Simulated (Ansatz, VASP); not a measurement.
## Fe: VASP beside Ansatz

```
Fe
1.0
    -1.42350    1.42350    1.42350
     1.42350   -1.42350    1.42350
     1.42350    1.42350   -1.42350
Fe
1
Cartesian
  0.0000 0.0000 0.0000
```

Alike in both runs: task single point; functional PBE; k mesh 13 × 13 × 13; occupations fermi-dirac, width 0.05 eV; collinear spin.

```csv
,VASP,Ansatz
version,VASP 6.6.1,Ansatz 0.2.0
potentials or method,"VASP PAW PBE potentials, release 64 (Fe)",Ansatz PAW
plane-wave cutoff (eV),520,420
valence electrons in the cell,8,16
```

Ansatz gave:

```
gap on the k mesh at the Fermi level (eV)                     : none
pressure (GPa)                                                : -3.8
net moment per atom (μB)                                      : 2.15
size of the moment on the site where the two differ most (μB) : 2.20
```

Question: Which values does VASP return?

Answer: gap on the k mesh at the Fermi level (eV): none; pressure (GPa): -4.0; net moment per atom (μB): 2.16; size of the moment on the site where the two differ most (μB): 2.17.

Site moments also hang on the region over which each program counts them. A gap of «none» marks a metal or a gap that the smearing closes. The two sets of potentials don't hold the same shells in valence.
